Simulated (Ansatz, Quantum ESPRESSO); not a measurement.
# BeS (F-43m): the LO frequency by hand

Aim: work out the LO frequency and the static dielectric constant of BeS (F-43m) from one linear-response run, then check them.

Calculated with Quantum ESPRESSO 7.5; DFT PBE, scalar-relativistic, plane waves, GBRV ultrasoft pseudopotentials.

The database entry behind the starting cell differs from later determinations by our own check (0.1 to 0.3 % short, probably kX units), so it need not match the best structure at ambient conditions.

**1. Set-up**

Symmetry: F-43m, No. 216, cubic system. Conventional cell: a = 4.877 Å, b = 4.877 Å, c = 4.877 Å, α = 90.00°, β = 90.00°, γ = 90.00°. Be has 4 S at 2.11 Å nearest. Nearest to S lie 4 Be at 2.11 Å. Farther neighbours and most contacts between anions are not listed.

As a file:

```
CELL_PARAMETERS angstrom
-2.43855 0.00000 2.43855
0.00000 2.43855 2.43855
-2.43855 2.43855 0.00000
ATOMIC_POSITIONS crystal
Be 0.00000 0.00000 0.00000
S 0.25000 0.25000 0.25000
```

This is the cell after its relaxation at this level of theory, not the database cell from which that began.

**2. What the response run gave**

A linear-response run on the relaxed cell, with the response to an electric field; only its zone-centre results are used. Cutoff 45 Ry, k mesh 8×8×8.

The log of the run:

```text
[banners, grids, parts of the stress and lines that vanish by symmetry left out]
Program PHONON v.7.5
     Reading xml data from directory:

[...]
Exchange-correlation= PBE
                           (   1   4   3   4   0   0   0)
[...]
(   8 q-points):
[...]
kinetic-energy cut-off    =      45.0000  Ry
     charge density cut-off    =     270.0000  Ry
     convergence threshold     =      1.0E-18
[...]
Exchange-correlation= PBE
                           (   1   4   3   4   0   0   0)
[...]
q = (   0.0000000   0.0000000   0.0000000 )
     25 Sym.Ops. (with q -> -q+G )
     G cutoff =  580.9302  (  14649 G-vectors)     FFT grid: ( 36, 36, 36)
     G cutoff =  387.2868  (   7943 G-vectors)  smooth grid: ( 27, 27, 27)
     number of k points=    29
[...]
Mode symmetry, T_d (-43m)  point group:
[...]
Dielectric constant
[...]
End of electric fields calculation
          Dielectric constant in cartesian axis
          (       5.269599950      -0.000000000      -0.000000000 )
          (      -0.000000000       5.269599950       0.000000000 )
          (      -0.000000000      -0.000000000       5.269599950 )
          Effective charges (d Force / dE) in cartesian axis without acoustic sum rule applied (asr)
           atom    1  Be    Mean Z*:        1.62774
      Ex  (        1.62774       -0.00000        0.00000 )
      Ey  (       -0.00000        1.62774       -0.00000 )
      Ez  (        0.00000       -0.00000        1.62774 )
           atom    2  S     Mean Z*:       -1.62527
      Ex  (       -1.62527       -0.00000       -0.00000 )
      Ey  (       -0.00000       -1.62527        0.00000 )
      Ez  (       -0.00000        0.00000       -1.62527 )
          Effective charges Sum: Mean:        0.00247
[...]
Effective charges (d Force / dE) in cartesian axis with asr applied:
           atom    1  Be    Mean Z*:        1.62650
[...]
atom    2  S     Mean Z*:       -1.62650
[...]
Representation #   1 modes #   1   2   3
[...]
End of self-consistent calculation
     Convergence has been achieved
     Representation #   2 modes #   4   5   6
[...]
End of self-consistent calculation
     Convergence has been achieved
[...]
Dielectric constant in cartesian axis
          (       5.269599950      -0.000000000      -0.000000000 )
          (      -0.000000000       5.269599950       0.000000000 )
          (      -0.000000000      -0.000000000       5.269599950 )
          Effective charges (d Force / dE) in cartesian axis without acoustic sum rule applied (asr)
[...]
Mode symmetry, C_s (m)     point group:
[...]
q = (    0.750000000  -0.250000000   0.750000000 )
[...]
Mode symmetry, C_s (m)     point group:
     freq (   1-   1) =        207.3  [cm-1]   --> A''
     freq (   2-   2) =        258.5  [cm-1]   --> A'
     freq (   3-   3) =        336.2  [cm-1]   --> A'
     freq (   4-   4) =        514.5  [cm-1]   --> A''
     freq (   5-   5) =        520.8  [cm-1]   --> A'
     freq (   6-   6) =        603.2  [cm-1]   --> A'
[...]
Mode symmetry, C_s (m)     point group:
[...]
q = (    0.500000000   0.000000000   0.500000000 )
[...]
Mode symmetry, C_s (m)     point group:
     freq (   1-   1) =        181.5  [cm-1]   --> A''
     freq (   2-   2) =        253.4  [cm-1]   --> A'
     freq (   3-   3) =        309.0  [cm-1]   --> A'
     freq (   4-   4) =        527.4  [cm-1]   --> A''
     freq (   5-   5) =        533.1  [cm-1]   --> A'
     freq (   6-   6) =        590.5  [cm-1]   --> A'
[...]
Mode symmetry, D_2d (-42m) point group:
[...]
Representation #   3 modes #   3   4
[...]
Convergence has been achieved
     Representation #   4 modes #   5   6
[...]
Convergence has been achieved
[...]
q = (    0.000000000  -1.000000000   0.000000000 )
[...]
freq (    5) =      14.978149 [THz] =     499.617262 [cm-1]
     freq (    6) =      19.466165 [THz] =     649.321355 [cm-1]
[...]
Mode symmetry, D_2d (-42m) point group:
     freq (   1-   2) =        233.2  [cm-1]   --> E    X_5  W_3
     freq (   3-   3) =        368.1  [cm-1]   --> A_1  X_1  W_1
     freq (   4-   5) =        499.6  [cm-1]   --> E    X_5  W_3
     freq (   6-   6) =        649.3  [cm-1]   --> B_2  X_3  W_2
[...]
Mode symmetry, S_4 (-4)    point group:
[...]
Convergence has been achieved
[...]
Convergence has been achieved
[...]
Convergence has been achieved
[...]
Convergence has been achieved
     Representation #   5 mode #   5
[...]
End of self-consistent calculation
     Convergence has been achieved
     Representation #   6 mode #   6
[...]
End of self-consistent calculation
     Convergence has been achieved
[...]
q = (   -0.500000000  -1.000000000   0.000000000 )
[...]
freq (    1) =       8.148144 [THz] =     271.792837 [cm-1]
     freq (    2) =       8.428307 [THz] =     281.138062 [cm-1]
     freq (    3) =       9.824545 [THz] =     327.711542 [cm-1]
     freq (    4) =      15.221561 [THz] =     507.736623 [cm-1]
     freq (    5) =      15.912774 [THz] =     530.792997 [cm-1]
     freq (    6) =      16.998584 [THz] =     567.011737 [cm-1]
[...]
Mode symmetry, S_4 (-4)    point group:
     freq (   1-   1) =        271.8  [cm-1]   --> E*   W_2
     freq (   2-   2) =        281.1  [cm-1]   --> B    W_3
     freq (   3-   3) =        327.7  [cm-1]   --> A    W_1
     freq (   4-   4) =        507.7  [cm-1]   --> B    W_3
     freq (   5-   5) =        530.8  [cm-1]   --> E*   W_2
     freq (   6-   6) =        567.0  [cm-1]   --> E    W_4

   JOB DONE.
```

```
                       quantity   value
             cell volume Ω (Å³)  29.002
                 mass of Be (u)   9.012
                  mass of S (u)  32.060
     Born charge of Be, raw (e)   1.628
      Born charge of S, raw (e)  -1.625
                             ε∞   5.270
ω(TO) after the sum rule (cm⁻¹)   558.8
```

**3. The calculation**

The charges must sum to zero over the cell; taking off their mean, 0.001 e, leaves Z* = 1.627 e on Be. In the polar mode Be moves against S, so the reduced mass is μ = 9.01 × 32.06 / 41.07 = 7.035 u.

A longitudinal wave builds up a field that adds to the restoring force: ω(LO)² = ω(TO)² + 4π Z*² / (μ Ω ε∞), in Hartree atomic units. With μ = 12823 electron masses and Ω = 195.71 bohr³ the second term is 2.5137e-06 Ha², or 121083 cm⁻² (1 Ha = 219474.6 cm⁻¹).

So ω(LO) = √(312257 + 121083) = 658.3 cm⁻¹, and by the Lyddane-Sachs-Teller relation ε₀ = ε∞ (ω(LO)/ω(TO))² = 7.31.

**4. Check against the program**

The analysis program adds the same non-analytic term to the full matrix, here for q along (1 0 0).

The log of the run:

```text
[banner, memory and clock lines left out]
Program DYNMAT v.7.5

     Reading Dynamical Matrix from file x.dyn1
     ...Force constants read
     ...epsilon and Z* read

     Polarizability (A^3 units)
     multiply by 0.412677 for Clausius-Mossotti correction
         9.853730   -0.000000   -0.000000
        -0.000000    9.853730   -0.000000
        -0.000000    0.000000    9.853730

     IR activities are in (D/A)^2/amu units

# mode   [cm-1]    [THz]      IR
    1     -0.00   -0.0000    0.0000
    2     -0.00   -0.0000    0.0000
    3     -0.00   -0.0000    0.0000
    4    558.80   16.7525    8.6762
    5    558.80   16.7525    8.6762
    6    658.29   19.7350    8.6762
```

ε₀ comes from the program's run without a direction of q.

```
    quantity  by hand  program
ω(LO) (cm⁻¹)    658.3    658.3
          ε₀     7.31     7.31
```

**5. Outcome**

```json
{
 "TO mode": "558.8 cm⁻¹",
 "LO mode": "658.3 cm⁻¹",
 "static dielectric constant": "7.313"
}
```

What this shows: The LO mode of BeS (F-43m) lies at 658 cm⁻¹, 99 cm⁻¹ above the TO mode; the formula meets the program within 0.1 cm⁻¹, as it must for a cubic crystal with one polar mode. ω(LO)² − ω(TO)² goes with Z*²/ε∞: an error of 5 % in ε∞ would move the LO mode by 4.4 cm⁻¹, and semilocal functionals tend to overestimate ε∞. The acoustic modes of the response miss zero by 19 cm⁻¹, a numerical error that can touch the optical modes as well. These are harmonic values at zero temperature, at the volume of this functional, for the structure held cubic; stability elsewhere in the zone is no part of this calculation.

[Host names and launcher messages were left out of these logs when they were recorded.]

[Logs are printed without paths, hosts, clocks, repeated set-up lines and the standing remarks that a program may print on its own settings, such as how far it seeks lower states.]

[Hosts, paths, dates, database ids (printed as entryN), source tags and the programs' standing remarks are cut or masked in the printed files.]
